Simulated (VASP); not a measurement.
# AlAs (F-43m) in VASP: further runs

Aim: see how the results for AlAs move with the level of theory and the settings. Levels: r2SCAN, PBE, TB-mBJ. Tasks: band structure, dielectric tensor.

All numbers are computed with VASP 6.6.1; they aren't measurements. Logs are shortened: lines on timing, memory, paths and dates and some standing lists are left out, and cuts for length are marked.

**The experiment to reproduce.**

From a printed reference work, textbook, for a bulk crystal of AlAs: high-frequency dielectric constant 8.16.

The results are compared with them further down.

### Step 1. Starting point

Symmetry: F-43m, No. 216, cubic system. The conventional cell has a = 5.682 Å, b = 5.682 Å, c = 5.682 Å, α = 90.00°, β = 90.00°, γ = 90.00°. Around Al (site symmetry -43m) lie 4 As at 2.46 Å. As (site symmetry -43m) is surrounded by 4 Al at 2.46 Å.

### Step 2. Band structure, r2SCAN

The input, INCAR:

```
ALGO = Normal
EDIFF = 1E-6
ENCUT = 520
ISIF = 2
ISMEAR = 0
LASPH = T
LCHARG = F
LMIXTAU = T
LREAL = F
LWAVE = F
METAGGA = R2SCAN
NBANDS = 11
NELM = 80
PREC = Accurate
SIGMA = 0.03
```

The input, KPOINTS:

```
k-points
0
Gamma
  8 8 8
```

The input, POSCAR:

```
AlAs                                    
1.0
    0.0000000000      2.8408844734      2.8408844734
    2.8408844734      0.0000000000      2.8408844734
    2.8408844734      2.8408844734      0.0000000000
  Al              As            
     1     1
Direct
     0.0000000000000000    0.0000000000000000    0.0000000000000000
     0.2500000000000000    0.2500000000000000    0.2500000000000000
```

The input, KPOINTS_OPT:

```
explicit points
302
Reciprocal
 0.0000000000  0.0000000000  0.0000000000 1
 0.0263157895  0.0000000000  0.0263157895 1
 0.0526315789  0.0000000000  0.0526315789 1
 0.0789473684  0.0000000000  0.0789473684 1
 0.1052631579  0.0000000000  0.1052631579 1
 0.1315789474  0.0000000000  0.1315789474 1
[... 294 lines left out ...]
 0.5111486200  0.0222972300  0.5111486200 1
 0.4888513800 -0.0222972300  0.4888513800 1
```

Potentials or basis: VASP PAW PBE potentials, release 64 (Al, As).

The run is started by

```
cat potpaw_PBE.64/Al/POTCAR potpaw_PBE.64/As/POTCAR > POTCAR
mpirun -np 1 vasp_std > vasp.out
```

OUTCAR:

```text
EDIFF = 1E-6
   ENCUT = 520
   ISIF = 2
   ISMEAR = 0
   LASPH = T
   LREAL = F
   METAGGA = R2SCAN
   NELM = 80
   PREC = Accurate

 ion  position               nearest neighbor table
   1  0.000  0.000  0.000-   2 2.46   2 2.46   2 2.46   2 2.46
   2  0.250  0.250  0.250-   1 2.46   1 2.46   1 2.46   1 2.46

  LATTYP: Found a face centered cubic cell.
 ALAT       =     5.6817689468

  Lattice vectors:

 A1 = (   0.0000000000,   2.8408844734,   2.8408844734)
 A2 = (   2.8408844734,   0.0000000000,   2.8408844734)
 A3 = (   2.8408844734,   2.8408844734,   0.0000000000)

Analysis of symmetry for initial positions (statically):
=====================================================================
 Subroutine PRICEL returns:
 Original cell was already a primitive cell.

 Routine SETGRP: Setting up the symmetry group for a
 face centered cubic supercell.

 Subroutine GETGRP returns: Found 24 space group operations
 (whereof 24 operations were pure point group operations)
 out of a pool of 48 trial point group operations.

The static configuration has the point symmetry T_d .

Analysis of symmetry for dynamics (positions and initial velocities):
=====================================================================
 Subroutine PRICEL returns:
 Original cell was already a primitive cell.

 Routine SETGRP: Setting up the symmetry group for a
 face centered cubic supercell.

 Subroutine GETGRP returns: Found 24 space group operations
 (whereof 24 operations were pure point group operations)
 out of a pool of 48 trial point group operations.

The dynamic configuration has the point symmetry T_d .

 Subroutine INISYM returns: Found 24 space group operations
 (whereof 24 operations are pure point group operations),
 and found     1 'primitive' translations

----------------------------------------------------------------------------------------

                                     Primitive cell

  volume of cell :      45.8554

  direct lattice vectors                    reciprocal lattice vectors
     0.000000000  2.840884473  2.840884473    -0.176001525  0.176001525  0.176001525
     2.840884473  0.000000000  2.840884473     0.176001525 -0.176001525  0.176001525
     2.840884473  2.840884473  0.000000000     0.176001525  0.176001525 -0.176001525

  length of vectors
     4.017617351  4.017617351  4.017617351     0.304843584  0.304843584  0.304843584

  position of ions in fractional coordinates (direct lattice)
     0.000000000  0.000000000  0.000000000
     0.250000000  0.250000000  0.250000000

  ion indices of the primitive-cell ions
   primitive index   ion index
                 1           1
                 2           2

----------------------------------------------------------------------------------------

 KPOINTS: k-points

Automatic generation of k-mesh.
 Grid dimensions read from file:
 generate k-points for:    8    8    8

 Generating k-lattice:

  Cartesian coordinates                     Fractional coordinates (reciprocal lattice)
    -0.022000191  0.022000191  0.022000191     0.125000000  0.000000000  0.000000000
     0.022000191 -0.022000191  0.022000191     0.000000000  0.125000000  0.000000000
     0.022000191  0.022000191 -0.022000191     0.000000000  0.000000000  0.125000000

  Length of vectors
     0.038105448  0.038105448  0.038105448

  Shift w.r.t. Gamma in fractional coordinates (k-lattice)
     0.000000000  0.000000000  0.000000000

 Subroutine IBZKPT returns following result:
 ===========================================

 Found     29 irreducible k-points:

 Following reciprocal coordinates:
            Coordinates               Weight
  0.000000  0.000000  0.000000      1.000000
  0.125000  0.000000  0.000000      8.000000
  0.250000  0.000000  0.000000      8.000000
  0.375000  0.000000  0.000000      8.000000
  0.500000  0.000000  0.000000      4.000000
  0.125000  0.125000  0.000000      6.000000
[... 16 lines left out ...]
  0.500000  0.250000  0.125000     48.000000
 -0.375000  0.250000  0.125000     24.000000
 [... further k-points ...]
   k-points           NKPTS =     29   k-points in BZ     NKDIM =     29   number of bands    NBANDS=     11
   number of dos      NEDOS =    301   number of ions     NIONS =      2
   total plane-waves  NPLWV =  27000
   dimension x,y,z NGX =    30 NGY =   30 NGZ =   30
   dimension x,y,z NGXF=    60 NGYF=   60 NGZF=   60
   ions per type =               1   1
   NGX,Y,Z   is equivalent  to a cutoff of  12.41, 12.41, 12.41 a.u.
   NGXF,Y,Z  is equivalent  to a cutoff of  24.83, 24.83, 24.83 a.u.
 SYSTEM =  unknown system
   PREC   = accura    normal or accurate (medium, high low for compatibility)
   ISTART =      0    job   : 0-new  1-cont  2-samecut
   ICHARG =      2    charge: 1-file 2-atom 10-const
   ISPIN  =      1    spin polarized calculation?
   LNONCOLLINEAR =      F non collinear calculations
   LSORBIT =      F    spin-orbit coupling
   LASPH  =      T    aspherical Exc in radial PAW
   ENCUT  =  520.0 eV  38.22 Ry    6.18 a.u.   7.47  7.47  7.47*2*pi/ulx,y,z
   NELM   =     80;   NELMIN=  2; NELMDL= -5     # of ELM steps
   EDIFF  = 0.1E-05   stopping-criterion for ELM
   LREAL  =      F    real-space projection
   EDIFFG = 0.1E-04   stopping-criterion for IOM
   NSW    =      0    number of steps for IOM
   IBRION =     -1    ionic relax: 0-MD 1-quasi-New 2-CG
   NFREE  =      0    steps in history (QN), initial steepest desc. (CG)
   ISIF   =      2    stress and relaxation
   ISYM   =      2    0-nonsym 1-usesym 2-fastsym
   POTIM  = 0.5000    time-step for ionic-motion
   TEBEG  =    0.0;   TEEND  =   0.0 temperature during run
   PSTRESS=    0.0 pullay stress
   NELECT =       8.0000    total number of electrons
   NUPDOWN=      -1.0000    fix difference up-down
   EMIN   =  10.00;   EMAX   =-10.00  energy-range for DOS
   EFERMI =   0.00;   METHOD = LEGACY
   ISMEAR =     0;   SIGMA  =   0.03  broadening in eV -4-tet -1-fermi 0-gaus
   EFERMI_NEDOS =   21; number of points for ismear=-14 and -15
   IALGO  =     38    algorithm
   IMIX   =      4    mixing-type and parameters
     AMIX     =   0.40;   BMIX     =  1.00
     AMIX_MAG =   1.60;   BMIX_MAG =  1.00
  volume/ion in A,a.u.               =      22.93       154.72
  Fermi-wavevector in a.u.,A,eV,Ry     =   0.914762  1.728649 11.385202  0.836789
  Thomas-Fermi vector in A             =   2.039426
   LORBIT       =      0    0 simple, 1 ext, 2 COOP (PROOUT), +10 PAW based schemes
   METAGGA = R2SCAN    functional components
   LHFCALC =     F    Hartree Fock is set to
   AEXX    =    0.0000 exact exchange contribution
   IVDW    =     0    specifies the selected vdW correction
   LEPSILON=     F    determine dielectric tensor
   LRPA    =     F    only Hartree local field effects (RPA)
 non-spin polarized calculation
 Gauss-broadening in eV      SIGMA  =   0.03
  energy-cutoff  :      520.00
  volume of cell :       45.86
 maximum number of plane-waves:      1254
 NGX is ok and might be reduce to    30
   NGX = 15   NGY = 15   NGZ = 15

 number of electron       7.9999999 magnetization

 Free energy of the ion-electron system (eV)
  ---------------------------------------------------
  ext. energy  EPLUGINS =         0.00000000
  ---------------------------------------------------
  free energy    TOTEN  =       -22.69531373 eV

  energy without entropy =      -22.69531373  energy(sigma->0) =      -22.69531373

 E-fermi :   3.7849     XC(G=0):  -9.4051

 val. band max:        3.5713921121   @ k =   0.0000   0.0000   0.0000
 cond. band min:       5.3802228729   @ k =   0.5000   0.5000   0.0000
 fundamental gap:      1.8088307608
 Fermi energy:         3.7848552623

 k-point     1 :       0.0000    0.0000    0.0000
  band No.  band energies     occupation
      1      -8.6846      2.00000
      2       3.5714      2.00000
      3       3.5714      2.00000
      4       3.5714      2.00000
      5       6.1837      0.00000
      6       8.2614      0.00000
      7       8.2614      0.00000
      8       8.2614      0.00000
      9      13.0706      0.00000
     10      13.0706      0.00000
     11      13.2493      0.00000

 k-point     2 :       0.1250    0.0000    0.0000
  band No.  band energies     occupation
      1      -8.5266      2.00000
      2       2.1858      2.00000
      3       3.4091      2.00000
      4       3.4091      2.00000
      5       6.8667      0.00000
      6       8.5522      0.00000
      7       8.5522      0.00000
      8       8.7121      0.00000
      9      12.4884      0.00000
     10      12.4884      0.00000
     11      13.9639      0.00000

 k-point     3 :       0.2500    0.0000    0.0000
  band No.  band energies     occupation
      1      -8.0889      2.00000
      2       0.1788      2.00000
      3       3.0853      2.00000
      4       3.0853      2.00000
      5       6.6599      0.00000
      6       8.9061      0.00000
      7       8.9061      0.00000
      8      10.5702      0.00000
      9      12.4059      0.00000
     10      12.4059      0.00000
     11      13.7064      0.00000

 k-point     4 :       0.3750    0.0000    0.0000
  band No.  band energies     occupation
      1      -7.5246      2.00000
      2      -1.4198      2.00000
      3       2.8239      2.00000
      4       2.8239      2.00000
      5       6.3083      0.00000
      6       8.7875      0.00000
      7       8.7875      0.00000
      8      11.8944      0.00000
      9      13.7746      0.00000
     10      13.7746      0.00000
     11      14.0565      0.00000
[... 239 lines left out ...]
 k-point    22 :       0.3750    0.2500    0.1250
  band No.  band energies     occupation
      1      -7.7227      2.00000
      2      -0.2058      2.00000
      3       1.6067      2.00000
      4       2.5879      2.00000
      5       7.5730      0.00000
      6       8.3267      0.00000
      7       9.3275      0.00000
      8      10.5986      0.00000
      9      12.3112      0.00000
     10      14.6869      0.00000
     11      16.3982      0.00000

 k-point    23 :       0.5000    0.2500    0.1250
  band No.  band energies     occupation
      1      -7.2151      2.00000
      2      -1.2568      2.00000
      3       1.0177      2.00000
      4       2.1999      2.00000
      5       7.6694      0.00000
      6       8.4888      0.00000
      7       9.8437      0.00000
      8      10.9498      0.00000
      9      13.5327      0.00000
     10      14.8436      0.00000
     11      16.5140      0.00000

 k-point    24 :      -0.3750    0.2500    0.1250
  band No.  band energies     occupation
      1      -6.9539      2.00000
      2      -1.7535      2.00000
      3       0.8673      2.00000
      4       2.0122      2.00000
      5       7.6598      0.00000
      6       8.2615      0.00000
      7      10.7553      0.00000
      8      11.7444      0.00000
      9      12.5559      0.00000
     10      15.2989      0.00000
     11      16.6594      0.00000

 [... further k-points ...]
[... 5 lines left out ...]
  --------------------------------------------------------------------------------------
  -------------------------------------------------------------------------------------
  Total       -0.0555287     -0.0555287     -0.0555287      0.0000000      0.0000000     -0.0000000
  in kB       -1.9401579     -1.9401579     -1.9401579      0.0000000      0.0000000     -0.0000000
  external PRESSURE =      -1.9401579 kB  Pullay stress =       0.0000000 kB

 VOLUME and BASIS-vectors are now :
 -----------------------------------------------------------------------------
  energy-cutoff  :      520.00
  volume of cell :       45.86
      direct lattice vectors                 reciprocal lattice vectors
     0.000000000  2.840884473  2.840884473    -0.176001525  0.176001525  0.176001525
     2.840884473  0.000000000  2.840884473     0.176001525 -0.176001525  0.176001525
     2.840884473  2.840884473  0.000000000     0.176001525  0.176001525 -0.176001525

 POSITION                                       TOTAL-FORCE (eV/Angst)
 -----------------------------------------------------------------------------------
      0.00000      0.00000      0.00000        -0.000000     -0.000000     -0.000000
      1.42044      1.42044      1.42044         0.000000      0.000000      0.000000
 -----------------------------------------------------------------------------------
    total drift:                               -0.000002     -0.000002     -0.000002

  FREE ENERGIE OF THE ION-ELECTRON SYSTEM (eV)
  ---------------------------------------------------
  free  energy   TOTEN  =       -22.6953137295 eV

  energy  without entropy=      -22.6953137295  energy(sigma->0) =      -22.69531373
```

Wall time 3 min (1 thread of Intel Xeon 6975P-C (Granite Rapids), shared host); peak memory 0.18 GiB.

What came out:

| Item | Value |
| --- | --- |
| Free energy | -22.6953 eV |
| Pressure | -0.2 GPa |
| Band gap on the k mesh | 1.81 eV, indirect (least direct gap 2.61 eV) |
| Band gap along the path | 1.81 eV, indirect (least direct gap 2.61 eV) |

Levels at the corners of the path, in eV from the valence-band top:
```tsv
point	band 2	band 3	band 4	band 5	band 6	band 7
Γ	0.00	0.00	0.00	2.61	4.69	4.69
X	-5.50	-2.22	-2.22	1.81	2.68	11.09
X	-5.50	-2.22	-2.22	1.81	2.68	11.09
W	-5.14	-3.22	-2.84	4.71	6.12	6.26
W	-5.14	-3.22	-2.84	4.71	6.12	6.26
K	-5.23	-3.45	-1.84	2.63	5.41	8.75
K	-5.23	-3.45	-1.84	2.63	5.41	8.75
Γ	0.00	0.00	0.00	2.61	4.69	4.69
Γ	0.00	0.00	0.00	2.61	4.69	4.69
L	-5.65	-0.84	-0.84	2.60	5.10	5.10
L	-5.65	-0.84	-0.84	2.60	5.10	5.10
U	-5.23	-3.45	-1.84	2.63	5.41	8.75
U	-5.23	-3.45	-1.84	2.63	5.41	8.75
W	-5.14	-3.22	-2.84	4.71	6.12	6.26
W	-5.14	-3.22	-2.84	4.71	6.12	6.26
L	-5.65	-0.84	-0.84	2.60	5.10	5.10
L	-5.65	-0.84	-0.84	2.60	5.10	5.10
K	-5.23	-3.45	-1.84	2.63	5.41	8.75
U	-5.23	-3.45	-1.84	2.63	5.41	8.75
X	-5.50	-2.22	-2.22	1.81	2.68	11.09
```

Caveat: the PAW data sets were made with another functional, which shifts forces and pressure a little.

### Step 3. Band structure, PBE, spin-orbit coupling, no magnetisation

The input, INCAR:

```
ALGO = Normal
EDIFF = 1E-6
ENCUT = 520
GGA = PE
GGA_COMPAT = F
ISIF = 2
ISMEAR = 0
LASPH = T
LCHARG = F
LNONCOLLINEAR = T
LORBIT = 11
LREAL = F
LSORBIT = T
LWAVE = F
MAGMOM = 0 0 0 0 0 0
NBANDS = 20
NELM = 80
PREC = Accurate
SIGMA = 0.03
```

The input, KPOINTS:

```
k-points
0
Gamma
  6 6 6
```

POSCAR is that of step 2.

KPOINTS_OPT is that of step 2.

Potentials or basis: VASP PAW PBE potentials, release 64 (Al, As).

The run is started by

```
cat potpaw_PBE.64/Al/POTCAR potpaw_PBE.64/As/POTCAR > POTCAR
mpirun -np 1 vasp_ncl > vasp.out
```

Run time: 4.7 min. Hardware: 1 thread of Intel Xeon 6975P-C (Granite Rapids), shared host; peak memory 0.29 GiB.

Results (log left out):

| Quantity | Value |
| --- | --- |
| Free energy | -9.3818 eV |
| Pressure | 1.9 GPa |
| Valence electrons inside the program's atomic spheres | Al 0.77; As 2.90 |

### Step 4. Band structure, TB-mBJ

POSCAR is that of step 3.

The input, INCAR.step1:

```
ALGO = Normal
EDIFF = 1E-5
ENCUT = 520
GGA = PE
ISIF = 2
ISMEAR = 0
LASPH = T
LCHARG = F
LREAL = F
LWAVE = T
NBANDS = 11
NELM = 80
PREC = Accurate
SIGMA = 0.03
```

The input, INCAR.step2:

```
ALGO = Normal
EDIFF = 1E-6
ENCUT = 520
ISIF = 2
ISMEAR = 0
ISTART = 1
LASPH = T
LCHARG = F
LREAL = F
LWAVE = F
METAGGA = MBJ
NBANDS = 11
NELM = 80
PREC = Accurate
SIGMA = 0.03
```

The input, KPOINTS:

```
k-points
0
Gamma
  8 8 8
```

KPOINTS_OPT is that of step 3.

The run is started by

```
cat potpaw_PBE.64/Al/POTCAR potpaw_PBE.64/As/POTCAR > POTCAR
cp INCAR.step1 INCAR
mpirun -np 1 vasp_std > vasp.out
cp INCAR.step2 INCAR
mpirun -np 1 vasp_std > vasp.out
```

It took 75 s on 1 thread of Intel Xeon 6975P-C (Granite Rapids), shared host; peak memory 0.18 GiB.

It converged, with:

| Item | Value |
| --- | --- |
| Band gap on the k mesh | 2.18 eV, indirect (least direct gap 2.87 eV) |
| Band gap along the path | 2.18 eV, indirect (least direct gap 2.87 eV) |

Levels at the corners of the path, in eV from the valence-band top:
```csv
point,band 2,band 3,band 4,band 5,band 6,band 7
Γ,0.00,0.00,0.00,2.87,4.74,4.74
X,-5.16,-2.04,-2.04,2.18,2.84,11.15
X,-5.16,-2.04,-2.04,2.18,2.84,11.15
W,-4.84,-2.94,-2.58,4.89,6.05,6.38
W,-4.84,-2.94,-2.58,4.89,6.05,6.38
K,-4.91,-3.14,-1.69,2.90,5.45,8.74
K,-4.91,-3.14,-1.69,2.90,5.45,8.74
Γ,0.00,0.00,0.00,2.87,4.74,4.74
Γ,0.00,0.00,0.00,2.87,4.74,4.74
L,-5.25,-0.79,-0.79,2.78,5.19,5.19
L,-5.25,-0.79,-0.79,2.78,5.19,5.19
U,-4.91,-3.14,-1.69,2.90,5.45,8.74
U,-4.91,-3.14,-1.69,2.90,5.45,8.74
W,-4.84,-2.94,-2.58,4.89,6.05,6.38
W,-4.84,-2.94,-2.58,4.89,6.05,6.38
L,-5.25,-0.79,-0.79,2.78,5.19,5.19
L,-5.25,-0.79,-0.79,2.78,5.19,5.19
K,-4.91,-3.14,-1.69,2.90,5.45,8.74
U,-4.91,-3.14,-1.69,2.90,5.45,8.74
X,-5.16,-2.04,-2.04,2.18,2.84,11.15
```

Caveat: the PAW data sets were made with another functional, which shifts forces and pressure a little.

### Step 5. Band structure, TB-mBJ, spin-orbit coupling, no magnetisation

POSCAR is that of step 4.

The input, INCAR.step1:

```
ALGO = Normal
EDIFF = 1E-5
ENCUT = 520
GGA = PE
GGA_COMPAT = F
ISIF = 2
ISMEAR = 0
LASPH = T
LCHARG = F
LORBIT = 11
LREAL = F
LSORBIT = T
LWAVE = T
MAGMOM = 0 0 0 0 0 0
NBANDS = 20
NELM = 80
PREC = Accurate
SIGMA = 0.03
```

The input, INCAR.step2:

```
ALGO = Normal
EDIFF = 1E-6
ENCUT = 520
GGA_COMPAT = F
ISIF = 2
ISMEAR = 0
ISTART = 1
LASPH = T
LCHARG = F
LORBIT = 11
LREAL = F
LSORBIT = T
LWAVE = F
MAGMOM = 0 0 0 0 0 0
METAGGA = MBJ
NBANDS = 20
NELM = 80
PREC = Accurate
SIGMA = 0.03
```

The input, KPOINTS:

```
k-points
0
Gamma
  6 6 6
```

KPOINTS_OPT is that of step 4.

The run is started by

```
cat potpaw_PBE.64/Al/POTCAR potpaw_PBE.64/As/POTCAR > POTCAR
cp INCAR.step1 INCAR
mpirun -np 1 vasp_ncl > vasp.out
cp INCAR.step2 INCAR
mpirun -np 1 vasp_ncl > vasp.out
```

It took 5.8 min on 1 thread of Intel Xeon 6975P-C (Granite Rapids), shared host; peak memory 0.33 GiB.

The run converged. Its results:

- Valence electrons inside the program's atomic spheres: Al 0.64; As 3.00

Caveat: the PAW data sets were made with another functional, which shifts forces and pressure a little.

(Continued in part 2 of 2.)
